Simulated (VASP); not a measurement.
Write the native input for VASP 6.6.1 that does the following.

* Task: single point
* Functional: optB86b-vdW
* Potentials or basis: VASP PAW PBE potentials, release 64 (Mo_sv, S)
* Cutoff: 520 eV
* k mesh: 8 × 8 × 2
* Occupations: fermi-dirac, width 0.05 eV
* Spin: no spin polarisation
* Further INCAR settings: ALGO = Normal; EDIFF = 1e-07

The structure of MoS2 lies in POSCAR:

```
MoS2
1.0
    3.1610000000      0.0000000000      0.0000000000
   -1.5805000000      2.7375063014      0.0000000000
    0.0000000000      0.0000000000     11.6802500000
Mo S
2 4
Direct
    0.3333333333      0.6666666667      0.2500000000
    0.6666666667      0.3333333333      0.7500000000
    0.6666666667      0.3333333333      0.3839868582
    0.6666666667      0.3333333333      0.1160131418
    0.3333333333      0.6666666667      0.8839868582
    0.3333333333      0.6666666667      0.6160131418
```

The cell was built by a generator and needn't be a form met in nature.

One way to write it, as run:

INCAR

```
SYSTEM = MoS2
  PREC = Accurate
  ENCUT = 520
  EDIFF = 1E-7
  ISMEAR = -1
  SIGMA = 0.05
  LREAL = .False.
  LASPH = .True.
  NELM = 60
  ALGO = Normal
  ISIF = 2
  LWAVE = .False.
  LCHARG = .True.
  GGA = MK
  LUSE_VDW = .True.
  AGGAC = 0.0
  PARAM1 = 0.1234
  PARAM2 = 1.0
  LELF = .True.
  LVHAR = .True.
```

KPOINTS

```
regular mesh
0
Gamma
  8 8 2
  0 0 0
```

Potentials or basis: VASP PAW PBE potentials, release 64 (Mo_sv, S).

The run is started by

```sh
$ cat potpaw_PBE.64/Mo_sv/POTCAR potpaw_PBE.64/S/POTCAR > POTCAR
$ mpirun -np 1 vasp_std > vasp.out
```

Results of the run:

```
Pressure               : 2.1 GPa
Largest force          : 0.104 eV/Å
Band gap on the k mesh : 0.67 eV, indirect (least direct gap 1.87 eV)
```

Caveat: the PAW data sets were made with another functional, which shifts forces and pressure a little.

Run time: 3.6 min on 1 thread of AMD EPYC 7R43 64-Core Processor (Zen 3) (shared host), peak memory 0.48 GiB.
